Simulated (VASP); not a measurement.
# Sn (I4_1/amd) in VASP: settings compared

Aim: see how the results for Sn move with the level of theory and the settings. Levels: PBEsol, RPBE. Tasks: relaxation of cell and atoms, single point.

Everything below comes from runs of VASP 6.6.1. Logs are shortened: lines on timing, memory, paths and dates and some standing lists are left out, and cuts for length are marked.

## 1. The crystal as given

Symmetry: I4_1/amd, No. 141, tetragonal system. The conventional cell has a = 5.832 Å, b = 5.832 Å, c = 3.182 Å, α = 90.00°, β = 90.00°, γ = 90.00°. Sn (site symmetry -4m2) has 6 Sn at 3.02 to 3.18 Å as nearest neighbours.

## 2. Relaxation of cell and atoms, PBEsol

INCAR reads:

```
SYSTEM = Sn
ALGO = Normal
EDIFF = 1E-7
EDIFFG = -0.005
ENCUT = 300
GGA = PS
IBRION = 2
ISIF = 3
ISMEAR = 0
LASPH = .True.
LCHARG = .False.
LREAL = .False.
LWAVE = .False.
NELM = 100
NSW = 90
PREC = Accurate
SIGMA = 0.1
```

KPOINTS reads:

```
k-points
0
Gamma
  16 16 16
  0 0 0
```

POSCAR reads:

```
Sn
1.0
   -2.9161500000      2.9161500000      1.5911500000
    2.9161500000     -2.9161500000      1.5911500000
    2.9161500000      2.9161500000     -1.5911500000
Sn
2
Direct
    0.0000000000      0.0000000000      0.0000000000
    0.7500000000      0.2500000000      0.5000000000
```

Potentials or basis: VASP PAW PBE potentials, release 64 (Sn_d).

On the command line:

```sh
$ cat potpaw_PBE.64/Sn_d/POTCAR > POTCAR
$ mpirun -np 1 vasp_std > vasp.out
```

OUTCAR:

```text
SYSTEM = Sn
   EDIFF = 1E-7
   EDIFFG = -0.005
   ENCUT = 300
   GGA = PS
   IBRION = 2
   ISIF = 3
   ISMEAR = 0
   LASPH = .True.
   LREAL = .False.
   NELM = 100
   NSW = 90
   PREC = Accurate

 ion  position               nearest neighbor table
   1  0.000  0.000  0.000-   2 3.02   2 3.02   2 3.02   2 3.02
   2  0.750  0.250  0.500-   1 3.02   1 3.02   1 3.02   1 3.02

  LATTYP: Found a body centered tetragonal cell.
 ALAT       =     5.8323000000
 C/A-ratio  =     0.5456337980

  Lattice vectors:

 A1 = (  -2.9161500000,   2.9161500000,   1.5911500000)
 A2 = (   2.9161500000,  -2.9161500000,   1.5911500000)
 A3 = (   2.9161500000,   2.9161500000,  -1.5911500000)

Analysis of symmetry for initial positions (statically):
=====================================================================
 Subroutine PRICEL returns:
 Original cell was already a primitive cell.

 Routine SETGRP: Setting up the symmetry group for a
 body centered tetragonal supercell.

 Subroutine GETGRP returns: Found 16 space group operations
 (whereof  8 operations were pure point group operations)
 out of a pool of 16 trial point group operations.

The static configuration has the point symmetry D_2d.
 The point group associated with its full space group is D_4h.

Analysis of symmetry for dynamics (positions and initial velocities):
=====================================================================
 Subroutine PRICEL returns:
 Original cell was already a primitive cell.

 Routine SETGRP: Setting up the symmetry group for a
 body centered tetragonal supercell.

 Subroutine GETGRP returns: Found 16 space group operations
 (whereof  8 operations were pure point group operations)
 out of a pool of 16 trial point group operations.

The dynamic configuration has the point symmetry D_2d.
 The point group associated with its full space group is D_4h.

 Subroutine INISYM returns: Found 16 space group operations
 (whereof  8 operations are pure point group operations),
 and found     1 'primitive' translations

----------------------------------------------------------------------------------------

                                     Primitive cell

  volume of cell :      54.1241

  direct lattice vectors                    reciprocal lattice vectors
    -2.916150000  2.916150000  1.591150000     0.000000000  0.171458944  0.314238130
     2.916150000 -2.916150000  1.591150000     0.171458944  0.000000000  0.314238130
     2.916150000  2.916150000 -1.591150000     0.171458944  0.171458944  0.000000000

  length of vectors
     4.420364235  4.420364235  4.420364235     0.357971747  0.357971747  0.242479564

  position of ions in fractional coordinates (direct lattice)
     0.000000000  0.000000000  0.000000000
     0.750000000  0.250000000  0.500000000

  ion indices of the primitive-cell ions
   primitive index   ion index
                 1           1
                 2           2

----------------------------------------------------------------------------------------

 KPOINTS: k-points

Automatic generation of k-mesh.
 Grid dimensions read from file:
 generate k-points for:   16   16   16

 Generating k-lattice:

  Cartesian coordinates                     Fractional coordinates (reciprocal lattice)
     0.000000000  0.010716184  0.019639883     0.062500000 -0.000000000  0.000000000
     0.010716184  0.000000000  0.019639883    -0.000000000  0.062500000  0.000000000
     0.010716184  0.010716184  0.000000000     0.000000000  0.000000000  0.062500000

  Length of vectors
     0.022373234  0.022373234  0.015154973

  Shift w.r.t. Gamma in fractional coordinates (k-lattice)
     0.000000000  0.000000000  0.000000000

 Subroutine IBZKPT returns following result:
 ===========================================

 Found    349 irreducible k-points:

 Following reciprocal coordinates:
            Coordinates               Weight
  0.000000  0.000000  0.000000      1.000000
  0.062500 -0.000000  0.000000      8.000000
  0.125000 -0.000000  0.000000      8.000000
  0.187500 -0.000000  0.000000      8.000000
  0.250000 -0.000000  0.000000      8.000000
  0.312500  0.000000  0.000000      8.000000
[... 16 lines left out ...]
 -0.125000  0.062500 -0.000000     16.000000
 -0.062500  0.062500  0.000000      4.000000
 [... further k-points ...]
   k-points           NKPTS =    349   k-points in BZ     NKDIM =    349   number of bands    NBANDS=     18
   number of dos      NEDOS =    301   number of ions     NIONS =      2
   total plane-waves  NPLWV =  21952
   dimension x,y,z NGX =    28 NGY =   28 NGZ =   28
   dimension x,y,z NGXF=    56 NGYF=   56 NGZF=   56
   ions per type =               2
   NGX,Y,Z   is equivalent  to a cutoff of  10.53, 10.53, 10.53 a.u.
   NGXF,Y,Z  is equivalent  to a cutoff of  21.06, 21.06, 21.06 a.u.
 SYSTEM =  Sn
   PREC   = accura    normal or accurate (medium, high low for compatibility)
   ISTART =      0    job   : 0-new  1-cont  2-samecut
   ICHARG =      2    charge: 1-file 2-atom 10-const
   ISPIN  =      1    spin polarized calculation?
   LNONCOLLINEAR =      F non collinear calculations
   LSORBIT =      F    spin-orbit coupling
   LASPH  =      T    aspherical Exc in radial PAW
   ENCUT  =  300.0 eV  22.05 Ry    4.70 a.u.   6.24  6.24  6.24*2*pi/ulx,y,z
   NELM   =    100;   NELMIN=  2; NELMDL= -5     # of ELM steps
   EDIFF  = 0.1E-06   stopping-criterion for ELM
   LREAL  =      F    real-space projection
   EDIFFG = -.5E-02   stopping-criterion for IOM
   NSW    =     90    number of steps for IOM
   IBRION =      2    ionic relax: 0-MD 1-quasi-New 2-CG
   NFREE  =      1    steps in history (QN), initial steepest desc. (CG)
   ISIF   =      3    stress and relaxation
   ISYM   =      2    0-nonsym 1-usesym 2-fastsym
   POTIM  = 0.5000    time-step for ionic-motion
   TEBEG  =    0.0;   TEEND  =   0.0 temperature during run
   PSTRESS=    0.0 pullay stress
   NELECT =      28.0000    total number of electrons
   NUPDOWN=      -1.0000    fix difference up-down
   EMIN   =  10.00;   EMAX   =-10.00  energy-range for DOS
   EFERMI =   0.00;   METHOD = LEGACY
   ISMEAR =     0;   SIGMA  =   0.10  broadening in eV -4-tet -1-fermi 0-gaus
   EFERMI_NEDOS =   21; number of points for ismear=-14 and -15
   IALGO  =     38    algorithm
   IMIX   =      4    mixing-type and parameters
     AMIX     =   0.40;   BMIX     =  1.00
     AMIX_MAG =   1.60;   BMIX_MAG =  1.00
  volume/ion in A,a.u.               =      27.06       182.62
  Fermi-wavevector in a.u.,A,eV,Ry     =   1.314207  2.483492 23.499180  1.727141
  Thomas-Fermi vector in A             =   2.444476
   LORBIT       =      0    0 simple, 1 ext, 2 COOP (PROOUT), +10 PAW based schemes
   GGA     = PS    functional components
   LHFCALC =     F    Hartree Fock is set to
   AEXX    =    0.0000 exact exchange contribution
   IVDW    =     0    specifies the selected vdW correction
   LEPSILON=     F    determine dielectric tensor
   LRPA    =     F    only Hartree local field effects (RPA)
 conjugate gradient relaxation of ions
 non-spin polarized calculation
 Gauss-broadening in eV      SIGMA  =   0.10
  energy-cutoff  :      300.00
  volume of cell :       54.12
 maximum number of plane-waves:       660
 NGX is ok and might be reduce to    28
   NGX = 13   NGY = 13   NGZ = 13

--------------------------------------- Ionic step        1  -------------------------------------------

 number of electron      27.9999962 magnetization

 Free energy of the ion-electron system (eV)
  ---------------------------------------------------
  ext. energy  EPLUGINS =         0.00000000
  ---------------------------------------------------
  free energy    TOTEN  =        -8.52244498 eV

  energy without entropy =       -8.51796785  energy(sigma->0) =       -8.52020641

------------------------ aborting loop because EDIFF is reached ----------------------------------------

  FORCE on cell =-STRESS in cart. coord.  units (eV):
  Direction    XX          YY          ZZ          XY          YZ          ZX
  --------------------------------------------------------------------------------------
  -------------------------------------------------------------------------------------
  Total       -0.2014607     -0.2014607     -0.4761902      0.0000000      0.0000000      0.0000000
  in kB       -5.9636214     -5.9636214    -14.0961408      0.0000000      0.0000000      0.0000000
  external PRESSURE =      -8.6744612 kB  Pullay stress =       0.0000000 kB

 VOLUME and BASIS-vectors are now :
 -----------------------------------------------------------------------------
  energy-cutoff  :      300.00
  volume of cell :       54.12
      direct lattice vectors                 reciprocal lattice vectors
    -2.916150000  2.916150000  1.591150000     0.000000000  0.171458944  0.314238130
     2.916150000 -2.916150000  1.591150000     0.171458944  0.000000000  0.314238130
     2.916150000  2.916150000 -1.591150000     0.171458944  0.171458944  0.000000000
[... 109 lines left out ...]
 POSITION                                       TOTAL-FORCE (eV/Angst)
 -----------------------------------------------------------------------------------
      0.00000      5.81844      0.00000        -0.000000     -0.000000      0.000000
     -0.00000      2.90922      0.78608         0.000000      0.000000     -0.000000
 -----------------------------------------------------------------------------------
    total drift:                                0.000000      0.000000     -0.000000

  FREE ENERGIE OF THE ION-ELECTRON SYSTEM (eV)
  ---------------------------------------------------
  free  energy   TOTEN  =        -8.5258624406 eV

  energy  without entropy=       -8.5213627298  energy(sigma->0) =       -8.52361259

--------------------------------------- Ionic step        5  -------------------------------------------

 number of electron      27.9999974 magnetization

 Free energy of the ion-electron system (eV)
  ---------------------------------------------------
  ext. energy  EPLUGINS =         0.00000000
  ---------------------------------------------------
  free energy    TOTEN  =        -8.52589249 eV

  energy without entropy =       -8.52136266  energy(sigma->0) =       -8.52362757

 E-fermi :   8.0570     XC(G=0): -10.5426

 val. band max:        8.0560483915   @ k =  -0.2500   0.1250  -0.0000
 cond. band min:       8.0600163041   @ k =   0.1875   0.0625   0.0000
 fundamental gap:      0.0039679126
 Fermi energy:         8.0570324856

 k-point     1 :       0.0000    0.0000    0.0000
  band No.  band energies     occupation
      1     -13.4980      2.00000
      2     -13.4182      2.00000
      3     -13.3667      2.00000
      4     -13.3623      2.00000
      5     -13.1880      2.00000
      6     -13.1880      2.00000
[... 10 lines left out ...]
     17      14.2790      0.00000
     18      15.1671      0.00000
[... 463 lines left out ...]
 k-point    24 :      -0.0625    0.0625    0.0000
  band No.  band energies     occupation
      1     -13.4950      2.00000
      2     -13.4189      2.00000
      3     -13.3646      2.00000
      4     -13.3638      2.00000
      5     -13.1894      2.00000
      6     -13.1860      2.00000
[... 10 lines left out ...]
     17      14.0620      0.00000
     18      15.2136      0.00000

 [... further k-points ...]

------------------------ aborting loop because EDIFF is reached ----------------------------------------

  FORCE on cell =-STRESS in cart. coord.  units (eV):
  Direction    XX          YY          ZZ          XY          YZ          ZX
  --------------------------------------------------------------------------------------
  -------------------------------------------------------------------------------------
  Total        0.0056750      0.0056750      0.0014041      0.0000000     -0.0000000      0.0000000
  in kB        0.1707685      0.1707685      0.0422518      0.0000000     -0.0000000      0.0000000
  external PRESSURE =       0.1279296 kB  Pullay stress =       0.0000000 kB

 VOLUME and BASIS-vectors are now :
 -----------------------------------------------------------------------------
  energy-cutoff  :      300.00
  volume of cell :       53.24
      direct lattice vectors                 reciprocal lattice vectors
    -2.911093706  2.911093706  1.570723519     0.000000000  0.171756752  0.318324641
     2.911093706 -2.911093706  1.570723519     0.171756752  0.000000000  0.318324641
     2.911093706  2.911093706 -1.570723519     0.171756752  0.171756752  0.000000000

 POSITION                                       TOTAL-FORCE (eV/Angst)
 -----------------------------------------------------------------------------------
      0.00000     -0.00000      0.00000         0.000000     -0.000000      0.000000
      0.00000      2.91109      0.78536        -0.000000      0.000000     -0.000000
 -----------------------------------------------------------------------------------
    total drift:                               -0.000000      0.000000      0.000000

  FREE ENERGIE OF THE ION-ELECTRON SYSTEM (eV)
  ---------------------------------------------------
  free  energy   TOTEN  =        -8.5258924924 eV

  energy  without entropy=       -8.5213626570  energy(sigma->0) =       -8.52362757

 reached required accuracy - stopping structural energy minimisation
```

Wall time 4.6 min (1 thread of Intel Xeon 6975P-C (Granite Rapids), shared host); peak memory 0.26 GiB.

Results:

```yaml
Free_energy: -8.5259 eV
Relaxed_volume: 26.62 Å³/atom
Relaxed_cell: a = 4.406 Å, b = 4.406 Å, c = 4.406 Å, α = 97.30°, β = 97.30°, γ = 138.23°
Space_group_after_relaxing_to_0.05_Å: I4_1/amd (No. 141)
Energy_gained_by_relaxing: 1.7 meV/atom
Ionic_steps: 5
Pressure_after_relaxing: 0.0 GPa
Band_gap_on_the_k_mesh: none (metal or under the smearing width)
```

Step by step:
```
step  energy change (eV)  largest force (eV/Å)  pressure (GPa)  volume (Å³)
   1              0.0000                0.0000           -0.87        54.12
   2             -0.0030                0.0000            0.30        52.98
   3             -0.0031                0.0000            0.09        53.17
   4             -0.0034                0.0000            0.02        53.22
   5             -0.0034                0.0000            0.01        53.24
```

Final structure:
```
Sn
1.0
    -2.91109    2.91109    1.57072
     2.91109   -2.91109    1.57072
     2.91109    2.91109   -1.57072
Sn
2
Direct
  0.00000 0.00000 0.00000
  0.75000 0.25000 0.50000
```

Levels at points of the mesh, in eV from the Fermi level:
```tsv
k point	band 12	band 13	band 14	band 15	band 16	band 17
(0.00, 0.00, 0.00)	-3.70	-2.07	-2.07	2.89	6.22	6.22
(0.50, 0.00, 0.00)	-5.45	-2.34	-1.79	-1.14	2.23	2.87
(0.50, 0.50, 0.00)	-9.04	0.54	0.54	1.52	1.52	6.23
(0.50, 0.50, 0.50)	-7.66	-4.94	-4.94	5.27	5.27	9.42
```

Caveat: the PAW data sets were made with another functional, which shifts forces and pressure a little.

## 3. Relaxation of cell and atoms, PBEsol

Changes to INCAR since step 2:

```diff
@@ -4,3 +4,3 @@
 EDIFFG = -0.005
-ENCUT = 300
+ENCUT = 600
 GGA = PS
```

KPOINTS reads:

```
k-points
0
Gamma
  6 6 6
  0 0 0
```

POSCAR is that of step 2.

Potentials or basis: VASP PAW PBE potentials, release 64 (Sn_d).

On the command line:

```sh
$ cat potpaw_PBE.64/Sn_d/POTCAR > POTCAR
$ mpirun -np 1 vasp_std > vasp.out
```

OUTCAR:

```text
SYSTEM = Sn
   EDIFF = 1E-7
   EDIFFG = -0.005
   ENCUT = 600
   GGA = PS
   IBRION = 2
   ISIF = 3
   ISMEAR = 0
   LASPH = .True.
   LREAL = .False.
   NELM = 100
   NSW = 90
   PREC = Accurate

 ion  position               nearest neighbor table
   1  0.000  0.000  0.000-   2 3.02   2 3.02   2 3.02   2 3.02
   2  0.750  0.250  0.500-   1 3.02   1 3.02   1 3.02   1 3.02

  LATTYP: Found a body centered tetragonal cell.
 ALAT       =     5.8323000000
 C/A-ratio  =     0.5456337980

  Lattice vectors:

 A1 = (  -2.9161500000,   2.9161500000,   1.5911500000)
 A2 = (   2.9161500000,  -2.9161500000,   1.5911500000)
 A3 = (   2.9161500000,   2.9161500000,  -1.5911500000)

Analysis of symmetry for initial positions (statically):
=====================================================================
 Subroutine PRICEL returns:
[... 328 lines left out ...]
  energy without entropy =       -8.50715143  energy(sigma->0) =       -8.51031457

 E-fermi :   8.0670     XC(G=0): -10.5068

 val. band max:        7.9788902551   @ k =  -0.1667  -0.1667   0.1667
 cond. band min:       8.0896716887   @ k =  -0.1667   0.3333   0.1667
 fundamental gap:      0.1107814336
 Fermi energy:         8.0669984522

 k-point     1 :       0.0000    0.0000    0.0000
  band No.  band energies     occupation
      1     -13.6014      2.00000
      2     -13.5425      2.00000
      3     -13.4878      2.00000
      4     -13.4734      2.00000
      5     -13.3061      2.00000
      6     -13.3061      2.00000
[... 481 lines left out ...]
      5     -13.3835      2.00000
      6     -13.3651      2.00000
[... 10 lines left out ...]
     17      10.9996      0.00000
     18      12.0370      0.00000

 [... further k-points ...]

------------------------ aborting loop because EDIFF is reached ----------------------------------------

  FORCE on cell =-STRESS in cart. coord.  units (eV):
  Direction    XX          YY          ZZ          XY          YZ          ZX
  --------------------------------------------------------------------------------------
  -------------------------------------------------------------------------------------
  Total        0.0008877      0.0008877     -0.0060504      0.0000000      0.0000000     -0.0000000
  in kB        0.0265130      0.0265130     -0.1807006      0.0000000      0.0000000     -0.0000000
  external PRESSURE =      -0.0425582 kB  Pullay stress =       0.0000000 kB
[... 17 lines left out ...]
  FREE ENERGIE OF THE ION-ELECTRON SYSTEM (eV)
  ---------------------------------------------------
  free  energy   TOTEN  =        -8.5134777136 eV

  energy  without entropy=       -8.5071514302  energy(sigma->0) =       -8.51031457

 reached required accuracy - stopping structural energy minimisation
```

Run time: 53 s. Hardware: 1 thread of Intel Xeon 6975P-C (Granite Rapids), shared host; peak memory 0.22 GiB.

What came out:

```yaml
Free_energy: -8.5135 eV
Relaxed_volume: 26.82 Å³/atom
Relaxed_cell: a = 4.424 Å, b = 4.424 Å, c = 4.424 Å, α = 97.20°, β = 97.20°, γ = 138.53°
Space_group_after_relaxing_to_0.05_Å: I4_1/amd (No. 141)
Energy_gained_by_relaxing: 2.5 meV/atom
Ionic_steps: 5
Pressure_after_relaxing: 0.0 GPa
Band_gap_on_the_k_mesh: none (metal or under the smearing width)
```

The path:
| step | energy change (eV) | largest force (eV/Å) | pressure (GPa) | volume (Å³) |
| --- | --- | --- | --- | --- |
| 1 | 0.0000 | 0.0000 | -0.42 | 54.12 |
| 2 | -0.0049 | 0.0000 | 0.09 | 53.56 |
| 3 | -0.0050 | 0.0000 | 0.14 | 53.52 |
| 4 | -0.0050 | 0.0000 | -0.05 | 53.69 |
| 5 | -0.0050 | 0.0000 | 0.00 | 53.65 |

Final structure:
```
Sn
1.0
    -2.92591    2.92591    1.56658
     2.92591   -2.92591    1.56658
     2.92591    2.92591   -1.56658
Sn
2
Direct
  0.00000 0.00000 0.00000
  0.75000 0.25000 0.50000
```

Caveat: the k mesh is coarse (spacing up to 0.37 Å⁻¹), so the values aren't converged; the PAW data sets were made with another functional, which shifts forces and pressure a little.

## 4. Single point, PBEsol

INCAR reads:

```
PREC = Accurate
ENCUT = 520
EDIFF = 1E-7
ISMEAR = 0
SIGMA = 0.1
LREAL = F
LASPH = T
NELM = 100
ALGO = Normal
ISIF = 2
LWAVE = F
LCHARG = F
GGA = PS
NBANDS = 21
```

KPOINTS reads:

```
regular mesh
0
Gamma
  16 16 16
```

POSCAR is that of step 3.

On the command line:

```sh
$ cat potpaw_PBE.64/Sn_d/POTCAR > POTCAR
$ mpirun -np 1 vasp_std > vasp.out
```

Wall time 2.5 min (1 thread of Intel Xeon 6975P-C (Granite Rapids), shared host); peak memory 0.43 GiB.

It converged, with:

```
Free energy            : -8.5237 eV
Pressure               : -0.4 GPa
Band gap on the k mesh : none (metal or under the smearing width)
```

Stress tensor (GPa, compression positive):
```
-0.18  0.00  0.00
 0.00 -0.18  0.00
 0.00  0.00 -0.99
```

Levels at points of the mesh, in eV from the Fermi level:
```csv
k point,band 10,band 11,band 12,band 13,band 14,band 15,band 16,band 17,band 18,band 19
"(0.00, 0.00, 0.00)",-21.07,-11.19,-3.65,-2.00,-2.00,2.93,6.22,6.22,6.81,6.91
"(0.50, 0.00, 0.00)",-21.13,-6.97,-5.45,-2.35,-1.73,-1.18,2.21,2.83,4.68,7.17
"(0.50, 0.50, 0.00)",-21.20,-8.94,-8.94,0.58,0.58,1.56,1.56,5.97,5.97,9.52
"(0.50, 0.50, 0.50)",-21.26,-7.58,-7.58,-4.86,-4.86,4.99,4.99,9.40,9.40,12.56
```

Caveat: the PAW data sets were made with another functional, which shifts forces and pressure a little.

[end of part 1 of 2]
